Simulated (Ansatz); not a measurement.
(100) slab cut from the bulk of ZnS, 15 Å of vacuum:

```
CELL_PARAMETERS angstrom
3.84887 0.00000 0.00000
0.00000 3.84887 0.00000
0.00000 0.00000 28.60782
ATOMIC_POSITIONS crystal
S 0.00000 0.50000 0.26217
Zn 0.50000 0.50000 0.30973
S 0.50000 0.00000 0.35730
Zn 0.00000 0.00000 0.40487
S 0.00000 0.50000 0.45243
Zn 0.50000 0.50000 0.50000
S 0.50000 0.00000 0.54757
Zn 0.00000 0.00000 0.59513
S 0.00000 0.50000 0.64270
Zn 0.50000 0.50000 0.69027
S 0.50000 0.00000 0.73783
```

These are results of DFT PBE, scalar-relativistic, plane waves, PAW in Ansatz 0.2.0, not measurements. Cutoff 420 eV; k points 7×7×1 on the computed 11-atom cell (Γ-centred); Gaussian smearing, width 0.05 eV; no spin polarisation. A dipole correction removes the field between periodic images along c.

This base run converges in 9 iterations with a largest force of 0.535 eV/Å and a work function of 7.21 eV on the top face.

One setting at a time is then changed, some of them on purpose to poor values; changes count from the base run, energies are extrapolated to zero smearing, atoms stay where they are, and risky runs are capped at 50 to 100 iterations. The slab isn't stoichiometric (Zn5S6).

Q: What does each change do? cutoff 200 eV; vacuum of 3 Å; occupations methfessel-paxton 0.2 eV; vacuum of 5 Å; no dipole correction, vacuum of 15 Å; field of 4.0 V/Å along c; field of 0.1 V/Å along c; k mesh 10×10×1.

A:
```tsv
change	outcome	SCF iterations	ΔE (meV/atom)	Δφ top (eV)	largest force (eV/Å)	largest change of a force (eV/Å)
cutoff 200 eV	converged with warnings	12	+3123.2	+0.25	0.407	0.128
vacuum of 3 Å	converged with warnings	9	-4.6	-5.82	0.620	0.085
occupations methfessel-paxton 0.2 eV	converged	9	+0.6	-0.02	0.547	0.014
vacuum of 5 Å	converged with warnings	8	-0.5	-0.49	0.527	0.014
no dipole correction, vacuum of 15 Å	converged	9	0.0		0.535	0.000
field of 4.0 V/Å along c	converged with warnings	22	-917.4		0.834	0.560
field of 0.1 V/Å along c	converged	12	-0.6		0.538	0.003
k mesh 10×10×1	converged	10	+2.9	+0.01	0.577	0.053
```

In some of the runs (cutoff 200, vacuum 3, vacuum 5, field 4.0) charge leaks into the vacuum, so their work functions can be off.

Cost: 9 runs of about 17 core-minutes in all, on Arm Neoverse N1 (shared hosts).